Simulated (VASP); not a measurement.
**Ga: relaxation of cell and atoms with PBE**

The system is Ga.

```xyz
6
Lattice="-2.9755 2.9755 2.9755 2.9755 -2.9755 2.9755 2.9755 2.9755 -2.9755" Properties=species:S:1:pos:R:3 pbc="T T T"
Ga    2.2316    0.0000    1.4877
Ga    1.4877    2.2316    0.0000
Ga    0.7439    0.0000    4.4633
Ga    4.4632    0.7439    0.0000
Ga    0.0000    1.4878    2.2316
Ga    0.0000    4.4632    0.7439
```

This isn't the form of Ga at room conditions, which is orthorhombic.

```
Program                : VASP 6.6.1
Task                   : relaxation of cell and atoms
Functional             : PBE
Potentials or basis    : VASP PAW PBE potentials, release 64 (Ga_d)
Cutoff                 : 520 eV
k mesh                 : 7 × 7 × 7
Occupations            : gaussian, width 0.1 eV
Spin                   : no spin polarisation
Further INCAR settings : ALGO = Normal; EDIFF = 1e-06; IBRION = 2; EDIFFG = -0.01; NSW = 90; ISIF = 3
```

- Relaxed volume: 18.95 Å³/atom
- Relaxed cell: a = 5.286 Å, b = 5.286 Å, c = 5.286 Å, α = 109.47°, β = 109.47°, γ = 109.47°
- Space group after relaxing (to 0.05 Å): I-43d (No. 220)
- Energy gained by relaxing: 18.1 meV/atom
- Ionic steps: 3
- Pressure after relaxing: 0.0 GPa
- Band gap on the k mesh: none (metal or under the smearing width)

The path:
| step | energy change (eV) | largest force (eV/Å) | pressure (GPa) | volume (Å³) |
| --- | --- | --- | --- | --- |
| 1 | 0.0000 | 0.0000 | 4.54 | 105.38 |
| 2 | -0.1080 | 0.0000 | 0.23 | 113.15 |
| 3 | -0.1084 | 0.0000 | 0.01 | 113.72 |

Final structure:
```
Ga
1.0
    -3.05208    3.05208    3.05208
     3.05208   -3.05208    3.05208
     3.05208    3.05208   -3.05208
Ga
6
Direct
  0.25000 0.62500 0.37500
  0.37500 0.25000 0.62500
  0.75000 0.87500 0.12500
  0.12500 0.75000 0.87500
  0.62500 0.37500 0.25000
  0.87500 0.12500 0.75000
```

Levels at points of the mesh, in eV from the Fermi level:
| k point | band 35 | band 36 | band 37 | band 38 | band 39 | band 40 | band 41 | band 42 | band 43 | band 44 |
| --- | --- | --- | --- | --- | --- | --- | --- | --- | --- | --- |
| (0.00, 0.00, 0.00) | -3.10 | -3.10 | -2.24 | -2.24 | -2.24 | -1.88 | -1.88 | -1.88 | -1.76 | 5.03 |

Wall time 3.3 min on 2 MPI ranks on Intel(R) Xeon(R) Platinum 8259CL CPU @ 2.50GHz (Skylake/Cascade Lake), on a shared host, peak memory 0.27 GiB a rank.

PBE usually gives volumes a little too large and moduli too small. Zero-point motion and thermal expansion aren't in these numbers.
